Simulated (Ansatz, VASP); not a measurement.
Ti: VASP beside Ansatz

```
CELL_PARAMETERS angstrom
2.88978 0.00000 0.00000
-1.44489 2.50262 0.00000
0.00000 0.00000 4.58446
ATOMIC_POSITIONS crystal
Ti 0.66667 0.33333 0.75000
Ti 0.33333 0.66667 0.25000
```

Change from the starting cell: volume scaled by 0.94.

Alike in both runs: task single point; functional PBEsol; k mesh 10 × 10 × 6; occupations fermi-dirac, width 0.05 eV; no spin polarisation.

|  | VASP | Ansatz |
| --- | --- | --- |
| version | VASP 6.6.1 | Ansatz 0.2.0 |
| potentials or method | VASP PAW PBE potentials, release 64 (Ti_sv) | Ansatz PAW |
| plane-wave cutoff (eV) | 520 | 420 |
| valence electrons in the cell | 24 | 24 |

|  | VASP | Ansatz | Ansatz less VASP |
| --- | --- | --- | --- |
| gap on the k mesh at the Fermi level (eV) | none | none | - |
| pressure (GPa) | 0.8 | 1.1 | +0.32 |
| largest component of the traceless stress (GPa) | 0.40 | 0.40 | -0.001 |

A gap of «none» marks a metal or a gap that the smearing closes.

Caveats: the PAW data sets were made with another functional, which shifts forces and pressure a little (VASP); the PAW data sets come from PBE, with cores solved anew for the run's functional, which leaves a small shift of forces and pressure (Ansatz).
